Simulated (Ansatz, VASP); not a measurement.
One calculation of HgTe, two programs

```
CELL_PARAMETERS angstrom
0.00000 3.23097 3.07712
3.23097 0.00000 3.07712
3.23097 3.23097 0.00000
ATOMIC_POSITIONS crystal
Hg 0.00000 0.00000 0.00000
Te 0.50000 0.50000 0.50000
```

Change from the starting cell: strain +0.050 along x and y, +0.000 along z, atoms carried along.

Alike in both runs: task single point; functional PBEsol; k mesh 14 × 14 × 14; occupations gaussian, width 0.15 eV; no spin polarisation.

```csv
,VASP,Ansatz
version,VASP 6.6.1,Ansatz 0.2.0
potentials or method,"VASP PAW PBE potentials, release 64 (Hg, Te)","scalar-relativistic, plane waves, PAW"
plane-wave cutoff (eV),520,420
valence electrons in the cell,18,36
```

|  | VASP | Ansatz | Ansatz less VASP |
| --- | --- | --- | --- |
| gap on the k mesh at the Fermi level (eV) | none | none | - |
| pressure (GPa) | -6.1 | -6.2 | -0.07 |
| largest component of the traceless stress (GPa) | 0.41 | 0.37 | -0.037 |

A gap of «none» marks a metal or a gap that the smearing closes. The two sets of potentials don't hold the same shells in valence.

Caveats: the PAW data sets were made with another functional, which shifts forces and pressure a little (VASP). Spin-orbit coupling is left out, which matters for the levels of Hg, Te.
